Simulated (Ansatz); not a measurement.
# V2CO2 MXene monolayer in a perpendicular field, part 2 of 2

What dipole does a perpendicular field induce in the V2CO2 MXene monolayer? A positive field points along +c.

Ansatz 0.2.0; plane-wave DFT, PBE-D3(BJ), Ansatz PAW.

So far. Step 2 (Relaxation): The lattice constant a goes from 3.012 to 2.876 Å.

### Step 3. Single point, field 0

A sawtooth potential applies the field, turning back in the middle of the vacuum. With the dipole correction the typed value is the field outside the slab. The induced dipole is small, so the SCF threshold is tight.

The cell differs from the one that the last finished run ended in (c 39.998 → 22.416 Å).

input.yaml reads:

```yaml
crystal:
  lattice:
    - [2.8763382509, 0.0, 0.0]
    - [-1.4381691254, 2.4909819951, 0.0]
    - [0.0, 0.0, 22.4161718192]
  atoms:
    - { symbol: O, position: [0.3333333333, 0.6666666667, 0.4014958519] }
    - { symbol: V, position: [0.6666666667, 0.3333333333, 0.4471466436] }
    - { symbol: C, position: [0.0, 0.0, 0.5] }
    - { symbol: V, position: [0.3333333333, 0.6666666667, 0.5528533564] }
    - { symbol: O, position: [0.6666666667, 0.3333333333, 0.5985041481] }
kpoints:
  mp_grid: { grid: [18, 18, 1] }
  band_path:
    path: [[0, 0, 0], [0.5, 0, 0], [0.33333333, 0.33333333, 0], [0, 0, 0]]
    npoints: 16
hamiltonian:
  xc: pbe
  dispersion: d3bj
scf:
  occupations: { method: fermi_dirac, width: 0.02585 }
  convergence: { dr2_threshold: 1.0e-10 }
efield:
  axis: 3
  dipole_correction: true
  ramp_position: 0.97
  ramp_width: 0.06
  amplitude: 0
output:
  dos: { projected: true, e_range: [-6, 5] }
  write_potential: true
  write_density: true
  volumetric_format: npy
  elf: true
```

The run is started by

```bash
> ansatz run input.yaml --threads 2 --pin off --max-ram 3072MiB --backend cpu --events-out ev --progress --plain --runs-dir out
```

Numbers of over 12 decimals in the logs are rounded to 6 here.

Log:

```text
[...]
Crystal: 5 atoms, lattice volume = 160.610 Å³
Basis set: ecut = 420 eV, 3123 PW (Γ)
Bands: 26, of which v1, the nominal top of the filled ones, is band 21 counted from 1 (20 counted from 0)
Symmetry: 6 space group operations
k-points: 37 of 324 (time reversal used)
[...]
SCF iter   1: F=—  HF=-7214.159762 eV  |F-HF|=—  |Δ(HF+E_count)|=         —  Δρ=4.28e-3  dr2=2.69e-2  ethr=1.77e-3  p=0.000 e·Å  D=1.02e-13 V/Å  ΔV_dip=-0.00 eV  dr2_dipole=6.90e-8  V_vac-E_F(+/−)=6.41/6.41 eV  ⟨swp⟩=7.8  Hψ=4971  notcnv=0
efield: sawtooth ramp at fractional position 0.9700 (set: `efield.ramp_position`, or a place that a band, a saddle search or an elastic batch's reference lends), width 0.0600; the density the first Hamiltonian is built on has a dipole p = 0.000 e·Å; the dipole correction subtracts the counter field D = 1.02e-13 V/Å, which shifts the + side's vacuum level by -0.00 eV against the − side's; the planar-averaged density in the ramp window peaks in size at 6.3e-6 e/Å³
[...]
SCF iter   2: F=—  HF=-7214.158527 eV  |F-HF|=—  |Δ(HF+E_count)|=   1.23e-3  Δρ=3.80e-3  dr2=2.50e-2  ethr=6.40e-5  p=0.000 e·Å  D=2.47e-6 V/Å  ΔV_dip=-0.00 eV  dr2_dipole=3.16e-7  V_vac-E_F(+/−)=6.72/6.72 eV  ⟨swp⟩=3.9  Hψ=2870  notcnv=0
[...]
SCF iter   9: F=-7214.153856 eV  HF=-7214.153856 eV  |F-HF|=5.28e-11  |Δ(HF+E_count)|=  2.88e-10  Δρ=1.47e-7  dr2=3.70e-11  ethr=1.00e-12  p=0.000 e·Å  D=6.41e-8 V/Å  ΔV_dip=-0.00 eV  dr2_dipole=3.41e-12  V_vac-E_F(+/−)=6.60/6.60 eV  ⟨swp⟩=4.1  Hψ=2954  notcnv=0
SCF 1 converged in 9 iterations: F = -7214.153856 eV  dr2 = 3.70e-11
[...]
NSCF: frozen V_eff on 49 k-points
efield: sawtooth ramp at fractional position 0.9700 (kept from the solve that this one continues, or follows in the run), width 0.0600; the density the first Hamiltonian is built on has a dipole p = 0.000 e·Å; the dipole correction subtracts the counter field D = 6.41e-8 V/Å, which shifts the + side's vacuum level by -0.00 eV against the − side's; the planar-averaged density in the ramp window peaks in size at 5.6e-6 e/Å³
[...]
SCF converged after 9 iterations
Free energy (F): -7214.153856 eV
[...]
Internal energy: -7214.150600 eV  (E = F + TS)
E sigma→0 (E₀):  -7214.152228 eV
Entropy (-TS):   -0.003256 eV (-0.651 meV/atom)
Fermi energy:    -0.725441 eV
Dipole field:    D = -0.000003 V/Å  (p = -0.000002 e·Å, saw-weighted, corrected)
Work function:   Φ+ = 6.6005 eV   Φ− = 6.6005 eV
Levels:          The Fermi level and band energies are counted from a zero that moves with the ramp; work functions are not
[...]
--- Band table (eV; the first three rows and the last of 37) ---
  k-point 0: bands = [... 17 lower, -2.2985, -1.5845, -1.5845, -1.4534, -1.4534, -0.4063, -0.3691, -0.3691, ... 1 higher]
  k-point 1: bands = [... 17 lower, -2.2316, -2.1438, -2.0284, -1.1706, -1.0399, -0.4274, -0.3344, -0.2183, ... 1 higher]
  k-point 2: bands = [... 17 lower, -2.9272, -2.4965, -2.1423, -1.1762, -0.7377, -0.2743, -0.1445, 0.0166, ... 1 higher]
  k-point 36: bands = [... 17 lower, -4.8945, -4.2629, -4.2629, -0.4768, -0.2147, -0.2147, 0.8698, 0.8698, ... 1 higher]
```

Elapsed: 7.8 s, on 2 threads of Intel Xeon Platinum 8559C (Emerald Rapids), shared host; peak memory 0.53 GiB.

Numbers from this step:

```yaml
energy_at_zero_smearing: -7214.1522 eV
work_function_upper_face: 6.601 eV
dipole_along_the_normal: -2.41e-6 e·Å
```

Running mean over a fixed 2.5 Å (it still follows the layers) of the planar mean; the ramp of the sawtooth is left out. Electron's electrostatic potential energy less the Fermi level against z:

z (Å), electron's electrostatic potential energy less the Fermi level (eV) and a bar from the least value:
```
      3.0        6.6 ##############################
      3.5        6.6 ##############################
      4.0        6.6 ##############################
      4.5        6.6 ##############################
      5.0        6.6 ##############################
      5.5        6.6 ##############################
      6.0        6.6 ##############################
      6.5        6.6 ##############################
      7.0        6.4 ##############################
      7.5        5.2 ############################
      8.0        2.4 #######################
      8.5       -1.2 #################
      9.0       -5.0 ###########
      9.5       -8.3 #####
     10.0      -10.7 #
     10.5      -11.3 
     11.0      -11.3 
     11.5      -11.3 
     12.0      -11.3 
     12.5      -10.4 ##
     13.0       -7.8 ######
     13.5       -4.4 ############
     14.0       -0.6 ##################
     14.5        2.9 ########################
     15.0        5.5 ############################
     15.5        6.5 ##############################
     16.0        6.6 ##############################
     16.5        6.6 ##############################
     17.0        6.6 ##############################
     17.5        6.6 ##############################
     18.0        6.6 ##############################
     18.5        6.6 ##############################
     19.0        6.6 ##############################
```

The density of states has structure finer than the step of the table below, so its rows give means over 0.2 eV, whole bins alone (the curve runs from -6 to 1.33 eV). Peaks (eV: height): -5.86: 17.4, -5.67: 12.8, -5.39: 10.7, -4.90: 13.6, -4.65: 15.9, 0.53: 14.0, 0.67: 11.4.

Density of states against energy, zero at the Fermi level; means over each step:

```
energy (eV)  density of states (states/eV a cell)
       -5.8                                  5.53
       -5.6                                  6.02
       -5.4                                  6.49
       -5.2                                  2.47
       -5.0                                  4.94
       -4.8                                  4.21
       -4.6                                  6.95
       -4.4                                  5.40
       -4.2                                  5.99
       -4.0                                  3.45
       -3.8                                  2.97
       -3.6                                  4.26
       -3.4                                  2.22
       -3.2                                  1.93
       -3.0                                  2.02
       -2.8                                  2.36
       -2.6                                  3.63
       -2.4                                  3.36
       -2.2                                  1.04
       -2.0                                 0.855
       -1.8                                 0.771
       -1.6                                 0.896
       -1.4                                 0.901
       -1.2                                 0.111
       -1.0                                 0.879
       -0.8                                  1.35
       -0.6                                  2.29
       -0.4                                  2.98
       -0.2                                  1.64
        0.0                                  1.55
        0.2                                  1.87
        0.4                                  3.88
        0.6                                  8.94
        0.8                                  4.89
        1.0                                  1.33
        1.2                                  4.05
```

Projected DOS per atom over height of the atomic layer and energy from the Fermi level. Layers: O V C V O from below.

Ten even steps from '0' (0.03 states/eV) to '9' (3.23 states/eV), each cell a mean:
```
06060
05050
09090
02020
01010
03030
01010
00000
00000
00000
00000
21312
10101
10101
21112
21112
61016
53135
32223
11111
42224
32223
```
Columns: height of the atomic layer (Å) from 9 to 13.4 (not evenly spaced); rows upwards: energy from the Fermi level (eV) from -5.96 to 1.33.

The electronic bands at the labelled points (eV, zero at the Fermi level):

```
  point  band 18  band 19  band 20  band 21  band 22  band 23  band 24  band 25
      Γ    -1.57    -0.86    -0.86    -0.73    -0.73     0.32     0.36     0.36
halfway    -3.71    -2.52    -2.09    -0.70     0.24     0.69     1.35     1.41
      M    -4.26    -2.40    -2.36    -1.07     0.40     0.94     1.17     1.34
halfway    -4.15    -3.42    -2.73    -0.30     0.51     0.86     1.34     1.35
      K    -4.17    -3.54    -3.54     0.25     0.51     0.51     1.60     1.60
halfway    -3.52    -3.50    -2.31    -0.34     0.33     0.69     1.37     1.54
      Γ    -1.57    -0.86    -0.86    -0.73    -0.73     0.32     0.36     0.36
```

ELF in the ca plane at fractional y = 0.333, with atoms of V and O within 0.2 Å of it. It is the smooth field of the valence electrons, not physical close to the nuclei.

Ten even steps from '0' (0.00) to '9' (0.82), each cell a mean:
```
00000000000000012322552353114899741000000000
00000000000000000027886122138889962000000000
00000000000000000028887111148659973100000000
00000000000000000116885222137889962000000000
00000000000000013422442464113788631000000000
00000000000000136763124774211233100000000000
00000000000000147885236884221000000000000000
00000000000000135763114774111244200000000000
```
Columns run along c (16.0 Å, from fractional 0.12 to 0.83 of the cell), rows up along a (2.9 Å). Atoms in or near the plane, at fractional coordinates: V at (0.45, 0.67), O at (0.60, 0.67).

Valence density in the ca plane at fractional y = 0.333, with atoms of V and O within 0.2 Å of it. It is the smooth field of the valence electrons, not physical close to the nuclei.

Values in e/Å³, 5 rows by 16 columns, each cell a mean:
```
 0  0  0  0  0  0  0  3  1  0  1  1  0  0  0  0
 0  0  0  0  0  0  0 11  2  0  3  4  0  0  0  0
 0  0  0  0  0  0  0  3  1  0  1  1  0  0  0  0
 0  0  0  0  0  0  0  0  1  1  0  0  0  0  0  0
 0  0  0  0  0  0  0  0  1  1  0  0  0  0  0  0
```
Columns run along c (16.0 Å, from fractional 0.12 to 0.83 of the cell), rows up along a (2.9 Å). Atoms in or near the plane, at fractional coordinates: V at (0.45, 0.67), O at (0.60, 0.67).

Electrostatic potential energy in the ca plane at fractional y = 0.333, with atoms of V and O within 0.2 Å of it. With pseudopotentials it is smooth inside the atoms' cores, unlike the true potential.

Ten even steps from '0' (-34 eV) to '9' (6 eV), each cell a mean:
```
99999999999999999863013787777557999999999999
99999999999999999840000578885002899999999999
99999999999999999730210478883000799999999999
99999999999999999850001578875103899999999999
99999999999999999874224777767668999999999999
99999999999999999887667776545789999999999999
99999999999999999888777766424789999999999999
99999999999999999887667777545789999999999999
```
Columns run along c (16.0 Å, from fractional 0.12 to 0.83 of the cell; values clipped at the 3rd and 97th percentile), rows up along a (2.9 Å). Atoms in or near the plane, at fractional coordinates: V at (0.45, 0.67), O at (0.60, 0.67).

The work function of the upper face is 6.60 eV.

### Step 4. Atoms held, field 0.1 V/Å

Changes to input.yaml since step 3:

```diff
@@ -27,5 +27,4 @@
   ramp_width: 0.06
-  amplitude: 0
+  amplitude: 0.1
 output:
-  dos: { projected: true, e_range: [-6, 5] }
   write_potential: true
@@ -33,2 +32 @@
   volumetric_format: npy
-  elf: true
```

Log:

```text
[...]
Crystal: 5 atoms, lattice volume = 160.610 Å³
Basis set: ecut = 420 eV, 3123 PW (Γ)
Bands: 26, of which v1, the nominal top of the filled ones, is band 21 counted from 1 (20 counted from 0)
Symmetry: 6 space group operations
k-points: 37 of 324 (time reversal used)
[...]
k-point 0: bands = [... 17 lower, -2.2987, -1.5847, -1.5847, -1.4536, -1.4536, -0.4065, -0.3693, -0.3693, ... 1 higher]
  k-point 1: bands = [... 17 lower, -2.2319, -2.1440, -2.0286, -1.1708, -1.0401, -0.4276, -0.3345, -0.2185, ... 1 higher]
  k-point 2: bands = [... 17 lower, -2.9274, -2.4967, -2.1425, -1.1763, -0.7379, -0.2745, -0.1447, 0.0164, ... 1 higher]
  k-point 36: bands = [... 17 lower, -4.8899, -4.2697, -4.2563, -0.4770, -0.2156, -0.2141, 0.8677, 0.8716, ... 1 higher]
[key lines of the parts left out:]
SCF converged after 13 iterations
Free energy (F): -7214.154943 eV
Fermi energy:    -0.725626 eV
Dipole field:    D = 0.024493 V/Å  (p = 0.021740 e·Å, saw-weighted, corrected)
```

Wall time 9.4 s (2 threads); peak memory 0.52 GiB.

The dipole is 0.0217 e·Å.

### Step 5. Single point, field -0.1 V/Å

Changes to input.yaml since step 4:

```diff
@@ -27,3 +27,3 @@
   ramp_width: 0.06
-  amplitude: 0.1
+  amplitude: -0.1
 output:
```

Log:

```text
[...]
Crystal: 5 atoms, lattice volume = 160.610 Å³
Basis set: ecut = 420 eV, 3123 PW (Γ)
Bands: 26, of which v1, the nominal top of the filled ones, is band 21 counted from 1 (20 counted from 0)
Symmetry: 6 space group operations
k-points: 37 of 324 (time reversal used)
[...]
k-point 0: bands = [... 17 lower, -2.2987, -1.5847, -1.5847, -1.4536, -1.4536, -0.4065, -0.3693, -0.3693, ... 1 higher]
  k-point 1: bands = [... 17 lower, -2.2319, -2.1440, -2.0286, -1.1708, -1.0401, -0.4276, -0.3345, -0.2185, ... 1 higher]
  k-point 2: bands = [... 17 lower, -2.9274, -2.4967, -2.1425, -1.1764, -0.7379, -0.2745, -0.1447, 0.0163, ... 1 higher]
  k-point 36: bands = [... 17 lower, -4.8899, -4.2697, -4.2563, -0.4770, -0.2156, -0.2141, 0.8677, 0.8716, ... 1 higher]
[key lines of the parts left out:]
SCF converged after 14 iterations
Free energy (F): -7214.154943 eV
Fermi energy:    -0.725628 eV
Dipole field:    D = -0.024496 V/Å  (p = -0.021742 e·Å, saw-weighted, corrected)
```

Run time: 9.5 s. Hardware: 2 threads; peak memory 0.52 GiB.

The dipole is -0.0217 e·Å.

### Step 6. Response, atoms held

This step: plane-wave DFT, PBE-D3(BJ), Ansatz PAW; response to a field along the normal, atoms held (Ansatz 0.2.0).

The dipoles give the slope, and the difference of two potentials shows where the field is screened.

This step gave:

```
equivalent conductor thickness p/(ε₀AE) : 5.491 Å
distance between the outer atoms        : 4.416 Å
```

The dipole of the cell by applied field:

```
applied field (V/Å)  dipole of the cell (e·Å)
            -0.1000                   -0.0217
             0.0000                   -2.4e-6
             0.1000                    0.0217
```

Local field over the applied field, running mean. From the potentials at -0.1 and 0.1 V/Å; running mean over 2.5 Å. Local field over applied field against z:

z (Å), local field over applied field and a bar:
```
     4.03      1.000 ##############################
     4.48      1.000 ##############################
     4.78      1.000 ##############################
     5.23      0.999 ##############################
     5.53      0.998 ##############################
     5.98      0.994 ##############################
     6.43      0.982 #############################
     6.72      0.963 #############################
     7.17      0.899 ###########################
     7.47      0.827 #########################
     7.92      0.689 #####################
     8.37      0.529 ################
     8.67      0.419 ############
     9.12      0.266 ########
     9.41      0.178 #####
     9.86      0.084 ##
    10.31      0.035 #
    10.61      0.019 
    11.06      0.015 
    11.36      0.015 
    11.81      0.019 
    12.10      0.035 #
    12.55      0.084 ##
    13.00      0.178 #####
    13.30      0.266 ########
    13.75      0.419 ############
    14.05      0.529 ################
    14.50      0.689 #####################
    14.94      0.827 #########################
    15.24      0.900 ###########################
    15.69      0.963 #############################
    15.99      0.982 #############################
    16.44      0.994 ##############################
    16.89      0.998 ##############################
    17.19      0.999 ##############################
    17.63      1.000 ##############################
    17.93      1.000 ##############################
    18.38      1.000 ##############################
```

Electrons, planar mean, per unit field. The induced electron density by z:

z (Å), induced electron density (e/Å³ per V/Å) and a bar from the least value:
```
     4.03    0.00000 ###############
     4.48    0.00000 ###############
     4.78    0.00000 ###############
     5.23    0.00000 ###############
     5.53    0.00001 ###############
     5.98    0.00002 ###############
     6.43    0.00007 ###############
     6.72    0.00015 ################
     7.17    0.00045 #################
     7.47    0.00092 ##################
     7.92    0.00236 ########################
     8.37    0.00407 ##############################
     8.67    0.00319 ###########################
     9.12    0.00170 #####################
     9.41    0.00147 ####################
     9.86    0.00003 ###############
    10.31    0.00004 ###############
    10.61    0.00053 #################
    11.06    0.00013 ###############
    11.36   -0.00013 ###############
    11.81   -0.00053 #############
    12.10   -0.00004 ###############
    12.55   -0.00003 ###############
    13.00   -0.00147 ##########
    13.30   -0.00170 #########
    13.75   -0.00319 ###
    14.05   -0.00407 
    14.50   -0.00236 ######
    14.94   -0.00092 ############
    15.24   -0.00045 #############
    15.69   -0.00015 ##############
    15.99   -0.00007 ###############
    16.44   -0.00002 ###############
    16.89   -0.00001 ###############
    17.19    0.00000 ###############
    17.63    0.00000 ###############
    17.93    0.00000 ###############
    18.38    0.00000 ###############
```

By hand: between -0.1 and 0.1 V/Å the dipole changes by 0.04348 e·Å, a slope of 0.2174 e·Å²/V. A perfect conductor of thickness t has p = ε₀AEt, so t = 180.95 × 0.2174 / 7.165 = 5.49 Å (e/ε₀ = 180.95 V·Å, A in Å²).

The induced dipole is that of a conductor 5.49 Å thick.

### Step 7. Outcome

| Property | Result |
| --- | --- |
| gap without field | none |
| work function, upper face | 6.60 eV |
| equivalent conductor thickness, atoms held | 5.49 Å |

What this shows: The induced dipole equals that of a perfect conductor 5.49 Å thick, while the outer atoms lie 4.42 Å apart. There is no gap over 0.03 eV, with or without the field. The first relaxation ran with spin and lost its moment, and the later runs have none; other magnetic states were not tried. The MXene's terminations sit over the metal atoms of its far layer; the site over carbon or nitrogen, which some compounds prefer, was not run.

[Logs are printed without paths, hosts, clocks, repeated set-up lines and the standing remarks that a program may print on its own settings, such as how far it seeks lower states.]

[Hosts, paths, dates, database ids (printed as entryN), source tags and the programs' standing remarks are cut or masked in the printed files.]

[Maps of the electrostatic potential energy from Ansatz leave out the sawtooth potential of an applied field or a dipole correction, so their vacuum need not be flat; planar profiles and work functions include it.]

[The density of states shown here was stored with 400 of the rows of the run's finer table, so its peaks can read low, often by over a quarter, or be missed, and its means over a window can be off by a tenth or more.]
